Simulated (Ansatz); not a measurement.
A crystal relaxed with r2SCAN in Ansatz has space group Pm-3m (No. 221) and a = 3.789 Å.

| atom | site | x | y | z |
| --- | --- | --- | --- | --- |
| Cu | 3d | 0.5000 | 0.0000 | 0.0000 |
| Xx | 1a | 0.0000 | 0.0000 | 0.0000 |

The r2SCAN gap is indirect, 0.23 eV (R to M), below the direct gap of 0.82 eV at R–M (0.40 of the way from R). The HSE06 gap is indirect, 0.88 eV (R to M), below the direct gap of 1.61 eV at R–M (0.50 of the way from R). Meshes: r2SCAN 6×6×6, HSE06 4×4×4.

**Question.** Which element is Xx?
A. P
B. N
C. As
D. Sb

**Answer.** B. Xx is N: Cu₃N (started from an entry of an open crystallographic database). Around Cu lie 2 N at 1.89 Å; around N lie 6 Cu at 1.89 Å.

The values are computed, spin-unpolarised, and not measurements.

The meshes of the hybrids are coarse, so their gaps aren't converged to the digits shown.
